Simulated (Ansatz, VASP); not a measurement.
One calculation of BeTe, two programs

```xyz
2
Lattice="-1.8986 2.6548 1.9067 1.8986 -2.6548 1.9067 1.8986 2.6548 -1.9067" Properties=species:S:1:pos:R:3 pbc="T T T"
Be    0.0000    2.6548    0.0000
Te    0.0000    0.0000    0.0000
```

Alike in both runs: functional PBE; k mesh 6 × 6 × 6; occupations gaussian, width 0.1 eV; no spin polarisation.

Ansatz relaxed the structure, and its values are those at the end. VASP's run is a single point on that final structure, the one shown.

```csv
,VASP,Ansatz
version,VASP 6.6.1,Ansatz 0.2.0
potentials or method,"VASP PAW PBE potentials, release 64 (Be, Te)","scalar-relativistic, plane waves, PAW"
plane-wave cutoff (eV),520,420
valence electrons in the cell,8,18
```

```csv
,VASP,Ansatz,Ansatz less VASP
gap on the k mesh at the Fermi level (eV),none,none,-
pressure (GPa),0.1,0.0,-0.07
```

A gap of «none» marks a metal or a gap that the smearing closes. With one functional, cell and mesh, what is left measures potentials, basis and numerics. The two sets of potentials don't hold the same shells in valence.

Caveats: the k mesh is coarse (spacing up to 0.39 Å⁻¹), so the values aren't converged. The runs have no spin-orbit coupling, so splittings on Te are missing.
